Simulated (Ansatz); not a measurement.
## SiO₂: the gap from level to level

A database entry relaxed whole under r2SCAN at zero pressure (P4_2/mnm, No. 136):

```xyz
6
Lattice="4.1847 0.0000 0.0000 0.0000 4.1847 0.0000 0.0000 0.0000 2.6685" Properties=species:S:1:pos:R:3 pbc="T T T"
Si    0.0000    0.0000    0.0000
Si    2.0924    2.0924    1.3343
O     1.2810    1.2810    0.0000
O     0.8114    3.3733    1.3343
O     2.9038    2.9038    0.0000
O     3.3733    0.8114    1.3343
```

Its volume is 7.79 Å³ an atom, +0.5 % against the entry's 7.75, a cell as deposited in COD (1995).

Single points on this cell with plane-wave PAW DFT (Ansatz 0.2.0; r2SCAN 500 eV, hybrids 420 eV; fermi-dirac occupations of width 0.020 eV; no moments): r2SCAN on a 8×8×10 Γ-centred mesh; HSE06 on a 4×4×6 Γ-centred mesh; PBE0 on a 4×4×6 Γ-centred mesh.

Question: How do gap, pressure and charges move from level to level?

Answer: The runs give:

```json
{"level": "r2SCAN", "gap (eV), or kind": "6.53", "pressure (GPa)": "0.0", "Bader charge of Si (e)": "+3.35", "Bader charge of O (e)": "-1.67"}
{"level": "HSE06", "gap (eV), or kind": "7.67", "pressure (GPa)": "-1.8", "Bader charge of Si (e)": "+3.33", "Bader charge of O (e)": "-1.67"}
{"level": "PBE0", "gap (eV), or kind": "8.44", "pressure (GPa)": "-1.9", "Bader charge of Si (e)": "+3.33", "Bader charge of O (e)": "-1.67"}
```

Under r2SCAN the gap is 6.53 eV, over mesh and band path. HSE06 moves it by +1.14 eV and PBE0 by +1.91 eV; PBE0 keeps its exact exchange at long range, which widens the gap over HSE06's by 0.77 eV on their common mesh.

Caveats: the relaxation kept the start's symmetry; HSE06 is read on its mesh and at the zone's corners, PBE0 on its mesh alone; hybrid pressures are good to a few tenths of a GPa; pressure is positive in compression.
